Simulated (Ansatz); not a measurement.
BaF2:
```
BaF2
1.0
    0.00000     3.09737     3.09737
    3.09737     0.00000     3.09737
    3.09737     3.09737     0.00000
Ba F
1 2
Direct
  0.00000   0.00000   0.00000
  0.25000   0.25000   0.25000
  0.75000   0.75000   0.75000
```

Relaxed with r²SCAN. Special points in fractions of this cell's reciprocal vectors: Γ (0.000, 0.000, 0.000); X (0.500, 0.000, 0.500); U (0.625, 0.250, 0.625); K (0.375, 0.375, 0.750); L (0.500, 0.500, 0.500); W (0.500, 0.250, 0.750).

Task: List the band energies nearest the valence-band maximum at these points for the program Ansatz at the r²SCAN with spin–orbit coupling level (PAW).

Result: In eV from the valence-band maximum; about four levels below and three above (degenerate sets whole), none deeper than 8.9 eV; points with the same levels are listed once.

```
k                                below                          above
-  -----------------------------------  -----------------------------
Γ              -0.07 -0.07 -0.07 -0.07  7.40 7.40 9.98 9.98 9.98 9.98
X              -0.26 -0.26 -0.18 -0.18            7.74 7.74 9.91 9.91
U              -0.24 -0.24 -0.17 -0.17          8.01 8.01 10.26 10.26
L              -0.24 -0.24 -0.11 -0.11            9.89 9.89 9.90 9.90
W  -0.31 -0.31 -0.31 -0.31 -0.24 -0.24          8.01 8.01 10.50 10.50
```

Space group Fm-3m (fluorite). The cell was relaxed with r²SCAN under the symmetry of its start.

Potentials: the later of the program's two PAW sets.
